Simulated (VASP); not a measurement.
Wanted: the native input for a VASP 6.6.1 run.

```
Task                   : single point
Functional             : PBE
Potentials or basis    : VASP PAW PBE potentials, release 64 (Ba_sv)
Cutoff                 : 520 eV
k mesh                 : 7 × 7 × 7
Occupations            : fermi-dirac, width 0.05 eV
Spin                   : no spin polarisation
Further INCAR settings : ALGO = Normal; EDIFF = 1e-07; NBANDS = 11
```

The structure of Ba lies in POSCAR:

```
Ba
1.0
    4.2223940000     -0.0590610000      0.0060370000
   -2.1623450000      3.8025710000      0.0116810000
    0.0054790000      0.0154060000      3.9555390000
Ba
1
Direct
    0.0021150000      0.0047450000     -0.0072310000
```

This isn't the form of Ba at room conditions, which is bcc.

The cell isn't the ideal one: cell strained at random at fixed volume.

The input as run:

INCAR

```
PREC = Accurate ; ENCUT = 520
EDIFF = 1E-7 ; ISMEAR = -1
SIGMA = 0.05 ; LREAL = F
LASPH = T ; NELM = 100
ALGO = Normal ; ISIF = 2
LWAVE = F ; LCHARG = F
GGA = PE ; NBANDS = 11
```

KPOINTS

```
Automatic mesh
0
Gamma
  7 7 7
```

Potentials or basis: VASP PAW PBE potentials, release 64 (Ba_sv).

Command:

```bash
$ cat potpaw_PBE.64/Ba_sv/POTCAR > POTCAR
$ mpirun -np 1 vasp_std > vasp.out
```

It gave:

```json
{
 "Pressure": "-0.1 GPa",
 "Band gap on the k mesh": "none (metal or under the smearing width)"
}
```

Run time: 36 s on 1 thread of Intel(R) Xeon(R) 6975P-C (Granite Rapids), with other jobs on the host, peak memory 0.25 GiB.
